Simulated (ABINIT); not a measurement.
# Ge (Fd-3m) in ABINIT: settings compared, part 2 of 2

ABINIT 10.8.3 (patched build). The steps go on from the part before.

## (4) Single point, LDA

Contents of run.abi:

```
# Pseudopotentials
pp_dirpath "./"
pseudos "Ge.hgh"

# Structure
acell 3*1.0
rprim
     0.0000000000     5.3458651312     5.3458651312
     5.3458651312     0.0000000000     5.3458651312
     5.3458651312     5.3458651312     0.0000000000
ntypat 1
znucl 32
natom 2
typat 1 1
xred
     0.7500000000     0.7500000000     0.7500000000
     0.5000000000     0.5000000000     0.5000000000

# Plane-wave basis
ecut 299.325249 eV

# k points
kptopt 1
ngkpt 6 6 6
nshiftk 1
shiftk 0.0 0.0 0.0

# Exchange and correlation
ixc 7

# Bands and occupations
nband 8
occopt 3
tsmear 0.05 eV

# SCF cycle
nstep 100
tolvrs 1.0e-10

# Output
iomode 3
prtwf 0
prteig 0
prtebands 0
enunit 2
prtvol 2
prtden 1
prtvha 1
prtvclmb 1
prtpot 1
prtelf 1
```

Potentials or basis: HGH LDA.

Command:

```sh
$ abinit run.abi > log 2>&1
```

run.abo:

```text
.Version 10.8.3 of ABINIT
 Symmetries : space group Fd -3 m (#227); Bravais cF (face-center cubic)
================================================================================
 Values of the parameters that define the memory need of the present run
     intxc =       0    ionmov =       0      iscf =       7    lmnmax =       6
     lnmax =       6     mgfft =      24  mpssoang =       3    mqgrid =    3001
     natom =       2  nloc_mem =       1    nspden =       1   nspinor =       1
    nsppol =       1      nsym =      48    n1xccc =       0    ntypat =       1
    occopt =       3   xclevel =       1
       mpw =         540          nfft =       13824          nkpt =          16
================================================================================
================================================================================

--------------------------------------------------------------------------------
------------- Echo of variables that govern the present computation ------------
--------------------------------------------------------------------------------
 -outvars: echo values of preprocessed input variables --------
            acell      1.0000000000E+00  1.0000000000E+00  1.0000000000E+00 Bohr
              amu      7.26100000E+01
             ecut      1.10000000E+01 Hartree
           enunit           2
              ixc           7
         kptrlatt        6    0    0      0    6    0      0    0    6
          kptrlen      4.53611698E+01
            natom           2
            nband           8
            ngfft          24      24      24
             nkpt          16
            nstep         100
             nsym          48
           ntypat           1
           occopt           3
        prtebands           0
           prteig           0
           prtelf           1
           prtpot           1
         prtvclmb           1
           prtvha           1
           prtvol           2
            prtwf           0
            rprim      0.0000000000E+00  5.3458651312E+00  5.3458651312E+00
                       5.3458651312E+00  0.0000000000E+00  5.3458651312E+00
                       5.3458651312E+00  5.3458651312E+00  0.0000000000E+00
          spgroup         227
           tolvrs      1.00000000E-10
           tsmear      1.83746611E-03 Hartree
            typat      1  1
           xangst      4.2433649971E+00  4.2433649971E+00  4.2433649971E+00
                       2.8289099981E+00  2.8289099981E+00  2.8289099981E+00
            xcart      8.0187976968E+00  8.0187976968E+00  8.0187976968E+00
                       5.3458651312E+00  5.3458651312E+00  5.3458651312E+00
             xred      7.5000000000E-01  7.5000000000E-01  7.5000000000E-01
                       5.0000000000E-01  5.0000000000E-01  5.0000000000E-01
            znucl       32.00000

================================================================================

 chkinp: Checking input parameters for consistency.

[... 184 lines left out ...]
      occupation numbers for kpt#   4
   2.00000    2.00000    2.00000    2.00000    0.22867    0.00000    0.00000    0.00000
 kpt#   5, nband=  8, wtk=  0.02778, kpt=  0.1667  0.1667  0.0000 (reduced coord)
[... 32 lines left out ...]
  -0.17447   -0.17447    0.04175    0.04175    0.17888    0.17888    0.50243    0.50243
      occupation numbers for kpt#  13
   2.00000    2.00000    2.00000    2.00000    0.00000    0.00000    0.00000    0.00000
 kpt#  14, nband=  8, wtk=  0.11111, kpt=  0.5000  0.3333  0.1667 (reduced coord)
  -0.23895   -0.09683    0.01819    0.06422    0.25520    0.27028    0.31225    0.41373
      occupation numbers for kpt#  14
   2.00000    2.00000    2.00000    2.00000    0.00000    0.00000    0.00000    0.00000
 kpt#  15, nband=  8, wtk=  0.11111, kpt= -0.3333  0.3333  0.1667 (reduced coord)
  -0.20747   -0.13704    0.00150    0.04829    0.26393    0.28533    0.37657    0.37717
      occupation numbers for kpt#  15
   2.00000    2.00000    2.00000    2.00000    0.00000    0.00000    0.00000    0.00000
 kpt#  16, nband=  8, wtk=  0.05556, kpt= -0.3333  0.5000  0.1667 (reduced coord)
  -0.17187   -0.17187    0.01702    0.01702    0.25156    0.25156    0.39461    0.39461
      occupation numbers for kpt#  16
   2.00000    2.00000    2.00000    2.00000    0.00000    0.00000    0.00000    0.00000
 Fermi (or HOMO) energy (eV) =   4.18388   Average Vxc (eV)=  -8.72000
 Eigenvalues (   eV  ) for nkpt=  16  k points:
 kpt#   1, nband=  8, wtk=  0.00463, kpt=  0.0000  0.0000  0.0000 (reduced coord)
  -8.59888    4.10598    4.16992    4.16992    4.16992    6.75779    6.75779    6.75779
 kpt#   2, nband=  8, wtk=  0.03704, kpt=  0.1667  0.0000  0.0000 (reduced coord)
  -8.26689    0.96453    3.65787    3.65787    5.09039    7.44410    7.44410    8.29776
 kpt#   3, nband=  8, wtk=  0.03704, kpt=  0.3333  0.0000  0.0000 (reduced coord)
  -7.34536   -1.94328    3.02478    3.02478    4.52396    7.96572    7.96572   11.16949
 kpt#   4, nband=  8, wtk=  0.01852, kpt=  0.5000  0.0000  0.0000 (reduced coord)
  -6.53961   -3.44030    2.78701    2.78701    4.28624    7.92797    7.92797   11.26437
 kpt#   5, nband=  8, wtk=  0.02778, kpt=  0.1667  0.1667  0.0000 (reduced coord)
  -8.15194    0.94208    2.89757    2.89757    5.73945    6.88416    8.60015    8.60015
 kpt#   6, nband=  8, wtk=  0.11111, kpt=  0.3333  0.1667  0.0000 (reduced coord)
  -7.40458   -1.28899    1.89018    2.29241    5.91514    7.28698    9.08358    9.46513
 kpt#   7, nband=  8, wtk=  0.11111, kpt=  0.5000  0.1667  0.0000 (reduced coord)
  -6.36336   -3.25407    1.05601    2.22873    5.75357    7.95164    9.16128   10.56621
 kpt#   8, nband=  8, wtk=  0.11111, kpt= -0.3333  0.1667  0.0000 (reduced coord)
  -6.69066   -2.72154    0.85545    2.71245    5.89738    8.20277    8.64405   10.88799
 kpt#   9, nband=  8, wtk=  0.05556, kpt= -0.1667  0.1667  0.0000 (reduced coord)
  -7.72671   -0.58616    1.63697    3.48939    6.09194    7.76742    7.91048    9.29465
 kpt#  10, nband=  8, wtk=  0.02778, kpt=  0.3333  0.3333  0.0000 (reduced coord)
  -6.83681   -2.07611    1.59642    1.59642    4.78703    6.09701   11.49486   11.49486
 kpt#  11, nband=  8, wtk=  0.11111, kpt=  0.5000  0.3333  0.0000 (reduced coord)
  -5.77772   -3.56019    0.45390    1.44311    5.17099    6.81232   11.17484   11.80762
 kpt#  12, nband=  8, wtk=  0.05556, kpt= -0.3333  0.3333  0.0000 (reduced coord)
  -5.64948   -3.70066   -0.26299    1.88851    5.57082    9.94369   10.55604   10.64749
 kpt#  13, nband=  8, wtk=  0.01389, kpt=  0.5000  0.5000  0.0000 (reduced coord)
  -4.74757   -4.74757    1.13614    1.13614    4.86748    4.86748   13.67174   13.67174
 kpt#  14, nband=  8, wtk=  0.11111, kpt=  0.5000  0.3333  0.1667 (reduced coord)
  -6.50217   -2.63495    0.49488    1.74750    6.94439    7.35468    8.49686   11.25805
 kpt#  15, nband=  8, wtk=  0.11111, kpt= -0.3333  0.3333  0.1667 (reduced coord)
  -5.64550   -3.72898    0.04074    1.31404    7.18177    7.76429   10.24686   10.26334
 kpt#  16, nband=  8, wtk=  0.05556, kpt= -0.3333  0.5000  0.1667 (reduced coord)
  -4.67688   -4.67688    0.46315    0.46315    6.84542    6.84542   10.73787   10.73787
 Total charge density [el/Bohr^3]
)     Maximum=    7.5626E-02  at reduced coord.    0.6667    0.6667    0.6667
)Next maximum=    7.5626E-02  at reduced coord.    0.0000    0.6667    0.6667
)     Minimum=    2.4755E-04  at reduced coord.    0.5000    0.5000    0.5000
)Next minimum=    2.4755E-04  at reduced coord.    0.7500    0.7500    0.7500
   Integrated=    8.0000E+00

--- !EnergyTerms
iteration_state     : {dtset: 1, }
comment             : Components of total free energy in Hartree
kinetic             :  3.05197308395040E+00
hartree             :  5.84892662420844E-01
xc                  : -2.33455204099710E+00
Ewald energy        : -8.06125543677175E+00
psp_core            :  3.83763240446623E-01
local_psp           : -2.36298779486173E+00
non_local_psp       :  7.52840748014338E-01
internal            : -7.98532553779837E+00
'-kT*entropy'       : -6.82157310760255E-05
total_energy        : -7.98539375352945E+00
total_energy_eV     : -2.17293633753534E+02
band_energy         : -4.33197891308703E-01
...

 Cartesian components of stress tensor (hartree/bohr^3)
  sigma(1 1)=  1.33122115E-04  sigma(3 2)=  0.00000000E+00
  sigma(2 2)=  1.33122115E-04  sigma(3 1)=  0.00000000E+00
  sigma(3 3)=  1.33122115E-04  sigma(2 1)=  0.00000000E+00

-Cartesian components of stress tensor (GPa)         [Pressure= -3.9166E+00 GPa]
- sigma(1 1)=  3.91658784E+00  sigma(3 2)=  0.00000000E+00
- sigma(2 2)=  3.91658784E+00  sigma(3 1)=  0.00000000E+00
- sigma(3 3)=  3.91658784E+00  sigma(2 1)=  0.00000000E+00

== END DATASET(S) ==============================================================
================================================================================

 -outvars: echo values of variables after computation  --------
            acell      1.0000000000E+00  1.0000000000E+00  1.0000000000E+00 Bohr
           etotal     -7.9853937535E+00
            fcart     -0.0000000000E+00 -0.0000000000E+00 -0.0000000000E+00
                      -0.0000000000E+00 -0.0000000000E+00 -0.0000000000E+00
            rprim      0.0000000000E+00  5.3458651312E+00  5.3458651312E+00
                       5.3458651312E+00  0.0000000000E+00  5.3458651312E+00
                       5.3458651312E+00  5.3458651312E+00  0.0000000000E+00
           strten      1.3312211504E-04  1.3312211504E-04  1.3312211504E-04
                       0.0000000000E+00  0.0000000000E+00  0.0000000000E+00
           xangst      4.2433649971E+00  4.2433649971E+00  4.2433649971E+00
                       2.8289099981E+00  2.8289099981E+00  2.8289099981E+00
             xred      7.5000000000E-01  7.5000000000E-01  7.5000000000E-01
                       5.0000000000E-01  5.0000000000E-01  5.0000000000E-01
 Calculation completed.
```

Run time: 1.6 s. Hardware: 1 thread of Arm Neoverse V1, shared host; peak memory 0.05 GiB.

What came out:

| Item | Value |
| --- | --- |
| Free energy | -217.2936 eV |
| Band gap on the k mesh | none (metal or under the smearing width) |
| Valence electrons inside the program's atomic spheres | Ge 1.69 (radii [1.0584] Å) |

Caveat: the cutoff is too short for stress, so the log's stress isn't used; HGH potentials are hard and often keep d shells in the core, so these values are rough; this crystal is a semiconductor, whose small gap the functional closes, so the metal is an error of the method.

## (5) Relaxation of cell and atoms, LDA

Contents of run.abi:

```
# Pseudopotentials
pp_dirpath "./"
pseudos "Ge.LDA_PW-JTH.xml"

# Structure
acell 4.0006828887 4.0006828887 4.0006828887 Angstrom
rprim
     0.0000000000     0.7071067812     0.7071067812
     0.7071067812     0.0000000000     0.7071067812
     0.7071067812     0.7071067812     0.0000000000
ntypat 1
znucl 32
natom 2
typat 1 1
chkprim 0
chksymtnons 0
tolsym 1.0e-6
xred
            3/4            3/4            3/4
            1/2            1/2            1/2

# Plane-wave basis
ecut 15.0
pawecutdg 30.0
ecutsm 0.5

# k points
kptopt 1
ngkpt 6 6 6
nshiftk 1
shiftk 0.0 0.0 0.0

# Exchange and correlation
ixc 7

# Bands and occupations
nband 18
occopt 3
tsmear 0.05 eV

# SCF cycle
nstep 80
tolvrs 1.0e-12

# Output
iomode 3
prteig 0
prtebands 0
prtwf 0
prtden 0

# Relaxation
ionmov 22
optcell 2
ntime 50
tolmxf 2.0e-5
dilatmx 1.08
```

Potentials or basis: JTH PAW LDA v2.0.

Command:

```sh
$ abinit run.abi > log 2>&1
```

run.abo:

```text
.Version 10.8.3 of ABINIT
 Symmetries : space group Fd -3 m (#227); Bravais cF (face-center cubic)
================================================================================
 Values of the parameters that define the memory need of the present run
     intxc =       0    ionmov =      22      iscf =      17    lmnmax =      18
     lnmax =       6     mgfft =      30  mpssoang =       3    mqgrid =    3001
     natom =       2  nloc_mem =       2    nspden =       1   nspinor =       1
    nsppol =       1      nsym =      48    n1xccc =       1    ntypat =       1
    occopt =       3   xclevel =       1
       mpw =        1079          nfft =       27000          nkpt =          16
 PAW method is used; the additional fine FFT grid is defined by:
   mgfftf=        45    nfftf =     91125
================================================================================
================================================================================

--------------------------------------------------------------------------------
------------- Echo of variables that govern the present computation ------------
--------------------------------------------------------------------------------
 -outvars: echo values of preprocessed input variables --------
            acell      7.5601949762E+00  7.5601949762E+00  7.5601949762E+00 Bohr
              amu      7.26100000E+01
          chkprim           0
      chksymtnons           0
          dilatmx      1.08000000E+00
             ecut      1.50000000E+01 Hartree
           ecutsm      5.00000000E-01 Hartree
           ionmov          22
              ixc           7
         kptrlatt        6    0    0      0    6    0      0    0    6
          kptrlen      4.53611699E+01
            natom           2
            nband          18
            ngfft          30      30      30
          ngfftdg          45      45      45
             nkpt          16
            nstep          80
             nsym          48
            ntime          50
           ntypat           1
           occopt           3
          optcell           2
        pawecutdg      3.00000000E+01 Hartree
[... 503 lines left out ...]
 length scales=  7.525091651212  7.525091651212  7.525091651212 bohr
              =  3.982107009077  3.982107009077  3.982107009077 angstroms
 Fermi (or HOMO) energy (hartree) =   0.25640   Average Vxc (hartree)=  -0.35106
 Eigenvalues (hartree) for nkpt=  16  k points:
 kpt#   1, nband= 18, wtk=  0.00463, kpt=  0.0000  0.0000  0.0000 (reduced coord)
  -0.65932   -0.65932   -0.65932   -0.65790   -0.65790   -0.64984   -0.64984   -0.64984
  -0.64931   -0.64931   -0.21941    0.25312    0.25651    0.25651    0.25651    0.34960
   0.34960    0.34960
      occupation numbers for kpt#   1
   2.00000    2.00000    2.00000    2.00000    2.00000    2.00000    2.00000    2.00000
   2.00000    2.00000    2.00000    1.71255    0.97110    0.97110    0.97110    0.00000
   0.00000    0.00000
 prteigrs : prtvol=0 or 1, do not print more k-points.

--- !EnergyTerms
iteration_state     : {dtset: 1, itime: 4, icycle: 1, }
comment             : Components of total free energy in Hartree
kinetic             :  1.32775128010283E+01
hartree             :  4.42924024040215E+01
xc                  : -4.67394764662955E+00
Ewald energy        : -9.92110334437138E+01
psp_core            :  3.61130866822047E+00
local_psp           : -1.44274742436500E+02
PAW spherical_terms : -4.65983723531397E+00
internal            : -1.91638336888887E+02
'-kT*entropy'       : -7.52376830438559E-05
total_energy        : -1.91638412126570E+02
total_energy_eV     : -5.21474685194259E+03
...

--- !EnergyTermsDC
iteration_state     : {dtset: 1, itime: 4, icycle: 1, }
comment             : '"Double-counting" decomposition of free energy'
band_energy         : -1.27161833267414E+01
Ewald energy        : -9.92110334437138E+01
psp_core            :  3.61130866822047E+00
xc_dc               : -4.30539524188274E+01
PAW spherical_terms : -4.02684764475929E+01
internal            : -1.91638336968655E+02
'-kT*entropy'       : -7.52376830438559E-05
total_energy_dc     : -1.91638412206338E+02
total_energy_dc_eV  : -5.21474685411319E+03
...

--- !EnergyTermsWithPAWCore
iteration_state     : {dtset: 1, itime: 4, icycle: 1, }
comment             : 'Components of total free energy, including PAW core contributions'
Total energy        : -4.19217279708443E+03
Total energy DC     : -4.19217279716420E+03
Total energy (eV)   : -1.14074833191359E+05
Total energy DC (eV): -1.14074833193530E+05
...

 Cartesian components of stress tensor (hartree/bohr^3)
  sigma(1 1)= -4.64260961E-09  sigma(3 2)=  0.00000000E+00
  sigma(2 2)= -4.64260960E-09  sigma(3 1)=  0.00000000E+00
  sigma(3 3)= -4.64260961E-09  sigma(2 1)=  0.00000000E+00

-Cartesian components of stress tensor (GPa)         [Pressure=  1.3659E-04 GPa]
- sigma(1 1)= -1.36590291E-04  sigma(3 2)=  0.00000000E+00
- sigma(2 2)= -1.36590290E-04  sigma(3 1)=  0.00000000E+00
- sigma(3 3)= -1.36590290E-04  sigma(2 1)=  0.00000000E+00

== END DATASET(S) ==============================================================
================================================================================

 -outvars: echo values of variables after computation  --------
            acell      7.5250916512E+00  7.5250916512E+00  7.5250916512E+00 Bohr
           etotal     -1.9163841221E+02
            fcart      1.9767073372E-31 -1.9767073372E-31  1.9767073372E-31
                      -1.9767073372E-31  1.9767073372E-31 -1.9767073372E-31
            rprim      0.0000000000E+00  7.0710678119E-01  7.0710678119E-01
                       7.0710678119E-01  0.0000000000E+00  7.0710678119E-01
                       7.0710678119E-01  7.0710678119E-01  0.0000000000E+00
           strten     -4.6426096110E-09 -4.6426096040E-09 -4.6426096093E-09
                       0.0000000000E+00  0.0000000000E+00  0.0000000000E+00
           xangst      4.2236623043E+00  4.2236623043E+00  4.2236623043E+00
                       2.8157748695E+00  2.8157748695E+00  2.8157748695E+00
             xred      7.5000000000E-01  7.5000000000E-01  7.5000000000E-01
                       5.0000000000E-01  5.0000000000E-01  5.0000000000E-01
 Calculation completed.
```

Wall time 41 s (1 thread of Arm Neoverse V1, shared host); peak memory 0.1 GiB.

What came out:

| Quantity | Value |
| --- | --- |
| Free energy | -5214.7469 eV |
| Band gap on the k mesh | none (metal or under the smearing width) |

Caveat: the cutoff is too short for stress, so the log's stress isn't used; this crystal is a semiconductor, whose small gap the functional closes, so the metal is an error of the method; the atomic spheres overlap.

## (6) The runs side by side

| task | level | potentials or basis | spin | cell | cutoff (eV) | cell freedom (optcell) | optimiser (ionmov) | cutoff smearing ecutsm (Ha) | force stop (Ha/bohr) | fine-grid cutoff | gap on the mesh (eV) | pressure (GPa) |
| --- | --- | --- | --- | --- | --- | --- | --- | --- | --- | --- | --- | --- |
| relaxation of cell and atoms | PBE | PseudoDojo NC FR PBE v0.4 standard | SOC, no magnetisation | relaxed | 952 | 2 | 22 | 0.5 | 2e-05 | - | none | 0.0 |
| single point | PBE | PseudoDojo NC FR PBE v0.4 standard | SOC, no magnetisation | cell relaxed | 952 | - | - | - | - | - | none | -1.9 |
| relaxation of cell and atoms | LDA | JTH PAW LDA v2.0 | off | relaxed | 408 | 2 | 22 | 0.5 | 2e-05 | 816.342 eV | none | - |

Alike in all rows: k mesh 6 × 6 × 6; smearing fermi-dirac 0.05 eV.

Caveats: this crystal is a semiconductor, whose small gap the functional closes, so the metal is an error of the method; the atomic spheres overlap (some runs).

Total energies depend on the potentials used, so only differences within one code and one set of settings carry meaning.

## (7) Against experiment

Step 2. The cell as given is a measured one (22.64 Å³/atom); PBE puts the equilibrium volume +6.2 % from it, thermal expansion not counted.
